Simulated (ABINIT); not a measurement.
BP:

```
P B
1.0
     0.00000    2.26900    2.26900
     2.26900    0.00000    2.26900
     2.26900    2.26900    0.00000
P B
1 1
Direct
  0.75000 0.75000 0.75000
  0.00000 0.00000 0.00000
```

Base run:

- Program: ABINIT 10.8.3 (patched build)
- Functional: PBE
- Potentials or basis: Ansatz NC PBE
- Cutoff: 1116 eV
- k mesh: 10 × 10 × 10
- Occupations: fermi-dirac, width 0.05 eV
- Spin: no spin polarisation

Its results: band gap on the k mesh 1.25 eV, indirect (least direct gap 3.40 eV); pressure 1.1 GPa.

The run is repeated on the same cell with these changes: potentials or basis from Ansatz NC PBE to SG15 NC PBE v1.2; cutoff from 1116 eV to 1034 eV. What comes out?

Band gap on the k mesh 1.28 eV, indirect (least direct gap 3.43 eV); pressure 0.4 GPa.

Not every run made on this cell is shown here.
